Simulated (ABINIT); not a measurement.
The system is ZrB2.

```
CELL_PARAMETERS angstrom
3.17000 0.00000 0.00000
-1.58500 2.74530 0.00000
0.00000 0.00000 3.53300
ATOMIC_POSITIONS crystal
Zr 0.00000 0.00000 0.00000
B 0.66667 0.33333 0.50000
B 0.33333 0.66667 0.50000
```

| Item | Value |
| --- | --- |
| Program | ABINIT 10.8.3 (patched build) |
| Task | relaxation of cell and atoms |
| Functional | PBE |
| Dispersion | D2 |
| Potentials or basis | JTH PAW PBE v2.0 |
| Cutoff | 463 eV |
| k mesh | 10 × 10 × 8 |
| Occupations | fermi-dirac, width 0.05 eV |
| Spin | no spin polarisation |

At the start: pressure -3.9 GPa; volume 10.25 Å³/atom.

Where does the relaxation end?

Over 5 steps the energy falls by 2.5 meV/atom and the volume is 10.07 Å³/atom (-1.7 %); space group P6/mmm (No. 191, to 0.05 Å).

The path:
```tsv
step	energy change (eV)	largest force (eV/Å)	pressure (GPa)	volume (Å³)
1	0.0000	0.0000	-3.93	30.75
2	-0.0065	0.0000	-1.15	30.38
3	-0.0075	0.0000	0.12	30.21
4	-0.0076	0.0000	0.07	30.22
5	-0.0076	0.0000	0.00	30.22
```

Final structure:
```cif
data_structure
_symmetry_space_group_name_H-M 'P 1'
_symmetry_Int_Tables_number 1
_cell_length_a 3.1598
_cell_length_b 3.1598
_cell_length_c 3.4954
_cell_angle_alpha 90.000
_cell_angle_beta 90.000
_cell_angle_gamma 120.000
_cell_volume 30.22
loop_
_atom_site_label
_atom_site_type_symbol
_atom_site_fract_x
_atom_site_fract_y
_atom_site_fract_z
_atom_site_occupancy
Zr1 Zr 0.00000 0.00000 0.00000 1
B1 B 0.66667 0.33333 0.50000 1
B2 B 0.33333 0.66667 0.50000 1
```

Caveat: pairwise dispersion overbinds metals, which lowers pressure and volume.
